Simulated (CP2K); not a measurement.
**Be2C under changes of volume**

One of the cells (6.765 Å³/atom); the others are scaled copies at fixed shape and fractional positions:

```
C Be
1.0
     3.06177    0.00000    0.00000
     1.53089    2.65157    0.00000
     1.53089    0.88386    2.49993
C Be
1 2
Direct
  0.00000 0.00000 0.00000
  0.75000 0.75000 0.75000
  0.25000 0.25000 0.25000
```

- Program: CP2K 2026.2
- Functional: PBE
- Potentials or basis: POTENTIAL_UZH C GTH-PBE-q4, Be GTH-PBE-q4; TZVP-MOLOPT-PBE-GTH basis
- Density cutoff: 11565 eV
- k mesh: 11 × 11 × 11
- Occupations: fermi-dirac, width 0.05 eV
- Spin: no spin polarisation

```csv
volume (Å³/atom),energy over the lowest point (meV/atom),pressure (GPa),gap on the mesh (eV)
6.359,?,?,?
6.495,16.64,13.2,3.31
6.630,7.45,8.6,3.27
6.765,2.01,4.3,3.22
6.901,0.00,0.4,3.18
7.036,1.16,-3.1,3.14
7.171,5.21,-6.4,3.09
```

Q: What does the run at 6.359 Å³/atom give?

A: Energy over the lowest point 29.93 meV/atom; pressure 18.3 GPa; gap on the mesh 3.35 eV.

Worked out: A Birch-Murnaghan fit of order 3 (a polynomial in V^(-2/3)) to the other rows has its minimum at 6.92 Å³/atom with B0 = V·E''(V) = 189 GPa and B' = 3.4. It gives 30.03 meV/atom at 6.359 Å³/atom, against the run's 29.93, and -dE/dV = 18.4 GPa, against 18.3. A straight line through the other rows of the gap, of slope -2.21 eV per unit of ln V, extrapolates to 3.36 eV, against the run's 3.35.

Energies are extrapolated to zero smearing.

Caveats: an odd mesh through Γ misses points on the zone boundary, where band edges often lie; the basis of atomic orbitals isn't converged, which shifts pressures, moduli and gaps.
